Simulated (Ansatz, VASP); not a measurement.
## One calculation of Re, two programs

```
Re
1.0
     4.35542    0.00000    0.00000
    -2.17771    3.77190    0.00000
     0.00000    0.00000    2.72689
Re
3
Direct
  0.00000 0.00000 0.00000
  0.33333 0.66667 0.50000
  0.66667 0.33333 0.50000
```

Alike in both runs: task single point; functional r2SCAN; k mesh 10 × 10 × 13; occupations fermi-dirac, width 0.1 eV; no spin polarisation.

```csv
,VASP,Ansatz
version,VASP 6.6.1,Ansatz 0.2.0
potentials or method,"VASP PAW PBE potentials, release 64 (Re)","plane waves (500 eV) with PAW, scalar-relativistic"
plane-wave cutoff (eV),520,500
valence electrons in the cell,21,45
```

Ansatz gave:

```
pressure (GPa)                                  : 0.1
largest component of the traceless stress (GPa) : 0.46
```

Problem. Which values does VASP return?

Solution. Pressure (GPa): -0.2; largest component of the traceless stress (GPa): 0.01.

The two sets of potentials don't hold the same shells in valence.

Caveats: the PAW data sets were made with another functional, which shifts forces and pressure a little (VASP). The runs have no spin-orbit coupling, so splittings on Re are missing.
